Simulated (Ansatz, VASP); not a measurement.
# Two plane-wave programs on B2P3

```
B P
1.0
     2.80919    1.62188    2.66366
    -2.80919    1.62188    2.66366
     0.00000   -3.24377    2.66366
B P
2 3
Direct
  0.50000 0.50000 0.50000
  0.00000 0.00000 0.00000
  0.00000 0.00000 0.50000
  0.50000 0.00000 0.00000
  0.00000 0.50000 0.00000
```

Alike in both runs: task relaxation of cell and atoms; functional PBE; k mesh 6 × 6 × 6; occupations gaussian, width 0.1 eV; no spin polarisation.

```csv
,VASP,Ansatz
version,VASP 6.6.1,Ansatz 0.2.0
potentials or method,"VASP PAW PBE potentials, release 64 (B, P)","scalar-relativistic, plane waves, PAW"
plane-wave cutoff (eV),600,420
valence electrons in the cell,21,21
```

Ansatz gave:

| Item | Value |
| --- | --- |
| gap on the k mesh at the Fermi level, each at its own relaxed structure (eV) | none |
| relaxed volume (Å³/atom) | 12.88 |
| relaxed cell length with the largest relative difference (Å) | 4.253 |
| energy change over the relaxation (meV/atom) | -269 |

**Question.** Estimate VASP's values.

**Answer.** gap on the k mesh at the Fermi level, each at its own relaxed structure (eV): none; relaxed volume (Å³/atom): 12.85; relaxed cell length with the largest relative difference (Å): 4.252; energy change over the relaxation (meV/atom): -272.

A gap of «none» marks a metal or a gap that the smearing closes.
